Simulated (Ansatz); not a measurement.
Cu Kα1 powder pattern (kinematic, no thermal factors).
2θ (°) (relative intensity): 17.78 (100), 28.86 (3), 32.09 (14), 32.11 (17), 36.00 (7), 36.02 (21), 36.94 (5), 43.68 (11), 43.71 (23), 46.03 (9), 49.70 (11), 49.73 (10), 57.18 (2), 57.23 (3), 59.80 (13), 59.81 (4), 60.41 (3), 60.44 (4), 65.34 (6), 65.36 (6), 67.11 (3), 67.15 (4), 69.47 (6), 76.39 (2), 76.40 (2), 79.12 (1), 79.20 (2), 83.56 (2), 83.63 (3), 87.43 (3), 87.95 (2), 88.00 (2), 88.03 (1)

The pattern is computed from a structure relaxed with Ansatz, DFT PBE, scalar-relativistic, plane waves, PAW. No spin polarisation. Its elements are P.

**Question.** Give the structure.

**Answer.** P.
Space group I-42d (No. 122). a = 7.878 Å, b = 7.878 Å, c = 6.438 Å, α = 90.00°, β = 90.00°, γ = 90.00°
```json
{"atom": "P", "site": "16e", "symmetry": "1", "x": "0.4404", "y": "0.3101", "z": "0.9667"}
```

A pattern alone doesn't exclude other cells with like lines; this is the one computed.

The cell was found from a structure generator's guess, not taken from experiment.
